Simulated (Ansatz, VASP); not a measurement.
## One calculation of HfC, two programs

The input INCAR:

```
SYSTEM = HfC
ALGO = Normal ; EDIFF = 1E-7
ENCUT = 520 ; GGA = PE
ISIF = 2 ; ISMEAR = -1
LASPH = .True. ; LCHARG = .False.
LREAL = .False. ; LWAVE = .False.
NBANDS = 22 ; NELM = 60
PREC = Accurate ; SIGMA = 0.05
```

The input KPOINTS:

```
k-points
0
Gamma
  9 9 5
  0 0 0
```

POSCAR

```
HfC
1.0
    3.3868561774      0.0000000000      0.0000000000
   -1.6934280887      2.9331034886      0.0000000000
    0.0000000000      0.0000000000      5.2711786145
Hf C
2 2
Direct
    0.3333333333      0.6666666667      0.2500000000
    0.6666666667      0.3333333333      0.7500000000
    0.0000000000      0.0000000000      0.5000000000
    0.0000000000      0.0000000000      0.0000000000
```

Contents of input.yaml:

```yaml
crystal:
  lattice:
    - [3.3868561774, 0.0, 0.0]
    - [-1.6934280887, 2.9331034886, 0.0]
    - [0.0, 0.0, 5.2711786145]
  atoms:
    - { symbol: Hf, position: [0.3333333333, 0.6666666667, 0.25] }
    - { symbol: Hf, position: [0.6666666667, 0.3333333333, 0.75] }
    - { symbol: C, position: [0.0, 0.0, 0.5] }
    - { symbol: C, position: [0.0, 0.0, 0.0] }
hamiltonian:
  xc: pbe
  pseudopotentials: { kind: paw }
kpoints:
  mp_grid: { grid: [9, 9, 5] }
scf:
  occupations: { method: fermi_dirac, width: 0.05 }
output:
  forces: true
  stress: true
  eigenvalues: true
```

Change from the starting cell: volume scaled by 1.04.

Alike in both runs: task single point; functional PBE; k mesh 9 × 9 × 5; occupations fermi-dirac, width 0.05 eV; no spin polarisation.

```csv
,VASP,Ansatz
version,VASP 6.6.1,Ansatz 0.2.0
potentials or method,"VASP PAW PBE potentials, release 64 (Hf_pv, C)",Ansatz PAW
plane-wave cutoff (eV),520,420
valence electrons in the cell,28,60
```

Ansatz gave:

- gap on the k mesh at the Fermi level (eV): none
- pressure (GPa): -9.0
- largest component of the traceless stress (GPa): 2.98

Question: Which values does VASP return?

Answer: gap on the k mesh at the Fermi level (eV): none; pressure (GPa): -9.8; largest component of the traceless stress (GPa): 3.00.

A gap of «none» marks a metal or a gap that the smearing closes. With one functional, cell and mesh, what is left measures potentials, basis and numerics. The two sets of potentials don't hold the same shells in valence.

The runs have no spin-orbit coupling, so splittings on Hf are missing.
